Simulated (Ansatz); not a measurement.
The system is TiAl3.

```
Ti Al
1.0
    -1.91111    1.91111    4.28067
     1.91111   -1.91111    4.28067
     1.91111    1.91111   -4.28067
Ti Al
1 3
Direct
  0.00000 0.00000 0.00000
  0.25000 0.75000 0.50000
  0.75000 0.25000 0.50000
  0.50000 0.50000 0.00000
```

The cell comes from a database or a generator and needn't be the stable form of this composition.

Below is the output of Ansatz 0.2.0 for this cell. Logs are shortened: lines on timing, memory, paths and dates and some standing lists are left out, and cuts for length are marked.

```text
Warning: RAYON_NUM_THREADS=2 ignored (pool sized by the plan → 2); use --threads N
Engine: ansatz 0.2.0, aarch64-unknown-linux-gnu
Pseudopotentials: kind: paw
Pseudopotential: Ti, paw, valence charge 12, recommended cutoff 420 eV (normal), Ti.paw.azcp
Pseudopotential: Al, paw, valence charge 3, recommended cutoff 420 eV (normal), Al.paw.azcp
Functional definition: PBE
  parameter kappa = 0.804
  parameter beta = 0.06672455060314922
  exchange = pbe_x(kappa = kappa, mu = beta*pi^2/3)
  correlation = pbe_c(beta = beta)
Crystal: 4 atoms, lattice volume = 62.538 Å³
Basis set: ecut = 420 eV, 1203 PW (Γ), exchange–correlation on 72×72×72 points (8 copies of the dense FFT grid, shifted against one another)
Bands: 15, of which v1, the nominal top of the filled ones, is band 11 counted from 1 (10 counted from 0)
Symmetry: 16 space group operations
Space group: I4/mmm (ITA 139), of the structure as read, at distance tolerance 4.0e-5 Å
k-points: 102 of 1000
Non-local potential: Ti, projectors of the file, l = 0: 3, l = 1: 2, l = 2: 3, l = 3: 1
Non-local potential: Al, projectors of the file, l = 0: 2, l = 1: 2, l = 2: 1
PAW form: soft (Blöchl's): semilocal exchange-correlation on the pseudo side does not see the compensation charge
PAW one-centre angular grid: Ti, 590 points (default); XC on 64 Gauss nodes
PAW one-centre angular grid: Al, 110 points (default); XC on 64 Gauss nodes
Initial density: superposition of atomic densities (neutral atoms: chi_scale 0, normalization atom), corrected by the library's trained network
Initial wavefunctions: pseudopotential atomic-orbital guess
Functional: x = pbe(κ = 0.804, μ = 0.2195149727645171), c = pbe(β = 0.06672455060314922)
SCF iter   1: F=—  HF=-4113.756548 eV  |F-HF|=—  |Δ(HF+E_count)|=         —  Δρ=3.32e-3  dr2=1.07e-2  ethr=1.77e-3  ⟨swp⟩=6.0  Hψ=9234  notcnv=0
preconditioner: auto → Kerker (q_TF=auto, 2.275 Å⁻¹)  [metal: Δε(μ)=0.004 eV  Ē_g=5.565 eV  σ=0.022 eV  W_gap=0.11  n_scr=10 (ndim 8)  ℏωp=16.9 eV  f_vac=0.000  D(μ)=2.52/eV (n_scr^D=14)]
SCF iter   2: F=—  HF=-4113.755118 eV  |F-HF|=—  |Δ(HF+E_count)|=   1.43e-3  Δρ=1.58e-3  dr2=2.36e-3  ethr=5.10e-5  ⟨swp⟩=2.0  Hψ=2748  notcnv=0  defer=39
SCF iter   3: F=—  HF=-4113.754811 eV  |F-HF|=—  |Δ(HF+E_count)|=   3.07e-4  Δρ=3.08e-4  dr2=6.24e-5  ethr=1.12e-5  ⟨swp⟩=2.0  Hψ=1817  notcnv=0  defer=39
SCF iter   4: F=—  HF=-4113.754812 eV  |F-HF|=—  |Δ(HF+E_count)|=   9.32e-7  Δρ=4.33e-5  dr2=1.30e-6  ethr=2.97e-7  ⟨swp⟩=2.4  Hψ=2129  notcnv=0  defer=39
iter 5 did not close the SCF: its close was put off for the readings that it lacked (scf_convergence_deferred on its scf_iter line)
SCF iter   5: F=-4113.754812 eV  HF=-4113.754812 eV  |F-HF|=2.51e-9  |Δ(HF+E_count)|=   2.11e-7  Δρ=8.39e-6  dr2=3.27e-8  ethr=6.18e-9  ⟨swp⟩=2.1  Hψ=2140  notcnv=0  defer=39
SCF iter   6: F=-4113.754812 eV  HF=-4113.754812 eV  |F-HF|=6.58e-10  |Δ(HF+E_count)|=   1.25e-9  Δρ=1.37e-6  dr2=1.41e-9  ethr=1.56e-10  ⟨swp⟩=5.8  Hψ=8134  notcnv=0
the search or the solves at the SCF's close seem to have found levels that the self-consistency loop had missed (the run counts 1). By its estimate they hold under 1e-12 electrons; where the run keeps them, the occupations were computed again with them
SCF 1 converged in 6 iterations: F = -4113.754812 eV  dr2 = 1.41e-9
  greatest PAW one-centre occupation: 0.999 electrons in one spin orbital (limit 2), on the Ti atom at site 0 (counted from 0), in its partial waves of l = 0
SCF converged after 6 iterations
Free energy (F): -4113.754812 eV
Harris-Foulkes:  -4113.754812 eV  (|F-HF|=6.58e-10)
Internal energy: -4113.754193 eV  (E = F + TS)
E sigma→0 (E₀):  -4113.754503 eV
Entropy (-TS):   -0.000619 eV (-0.155 meV/atom)
Fermi energy:    9.710771 eV
--- Per-component energies (eV) ---
  E_band       = -150.008463
  E_kinetic    = 344.408647
  E_local      = -1187.400671  (includes V_loc(G=0)·N_el)
  E_nonlocal   = 40.360364
  E_hartree    = 523.470873
  E_xc         = -218.403077
  E_vxc        = -211.107827  (∫ρ·V_xc dr)
  E_paw        = -2450.799688  (= ΣΔE_a)
  E_vpaw       = -183.209704  (= ΣTr[D̂ρ^β])
  E_aug_tail   = 0.000113  (compensation charges beyond the density's cutoff)
  E_ewald      = -1165.390755
  E_smearing   = -0.000619  (= −TS)
  E_closure    = -0.000000  (closes the sum)
  Σ components = -4113.754812   (vs F -4113.754812, Δ=0.00e0)
--- Forces (eV/Å), atoms counted from 1 ---
  atom   1  Ti     0.00000000    -0.00000000    -0.00000000
  atom   2  Al     0.00000000     0.00000000     0.00000000
  atom   3  Al     0.00000000     0.00000000     0.00000000
  atom   4  Al    -0.00000000     0.00000000    -0.00000000
  max |Σ_I F_I| component: 6.94e-18 eV/Å
--- Stress (GPa, compression-positive) ---
        2.168502      -0.000000      -0.000000
       -0.000000       2.168502      -0.000000
       -0.000000      -0.000000       1.923308
  P = ⅓ Tr σ = 2.0868 GPa (20.868 kbar)
--- Band table (eV; the first three rows and the last of 102) ---
  k-point 0: bands = ["-46.7191", "-23.0396", "-23.0396", "-22.9671", "-0.4163", "6.8407", "7.0768", "8.2943", "8.4756", "8.4756", "10.5421", "11.4518", "11.4518", "11.9373", "12.1800"]
  k-point 1: bands = ["-46.7188", "-23.0423", "-23.0419", "-22.9667", "-0.2074", "6.9534", "7.0142", "7.8964", "8.0808", "8.4688", "9.7188", "11.6575", "11.6793", "11.6795", "12.6411"]
  k-point 2: bands = ["-46.7182", "-23.0490", "-23.0479", "-22.9658", "0.4086", "6.6464", "6.8929", "7.4101", "7.6629", "8.4539", "8.4650", "11.6255", "11.8248", "11.9126", "12.9062"]
  k-point 101: bands = ["-46.7190", "-23.0399", "-23.0399", "-22.9702", "1.2088", "2.1046", "7.6993", "8.7839", "8.7839", "9.4686", "10.4139", "10.4139", "10.6624", "12.7818", "14.4862"]
```

Q: What input gives this log?

A: Single point with PBE, no spin polarisation. The files as run (others can give the same):

input.yaml
```yaml
crystal:
  lattice:
    - [-1.9111067713, 1.9111067713, 4.2806687947]
    - [1.9111067713, -1.9111067713, 4.2806687947]
    - [1.9111067713, 1.9111067713, -4.2806687947]
  atoms:
    - { symbol: Ti, position: [0.0, 0.0, 0.0] }
    - { symbol: Al, position: [0.25, 0.75, 0.5] }
    - { symbol: Al, position: [0.75, 0.25, 0.5] }
    - { symbol: Al, position: [0.5, 0.5, 0.0] }
hamiltonian:
  xc: pbe
  pseudopotentials: { kind: paw }
kpoints:
  mp_grid: { grid: [10, 10, 10] }
scf:
  occupations: { method: gaussian, width: 0.022 }
output:
  forces: true
  stress: true
  eigenvalues: true
  write_density: true
  write_potential: true
  elf: true
  volumetric_format: npy
```

Potentials or basis: Ansatz PAW.
The run is started by
```console
$ ansatz run input.yaml --threads 2 --pin off --max-ram 5632MiB --backend cpu --events-out ev --progress --plain --runs-dir out
```
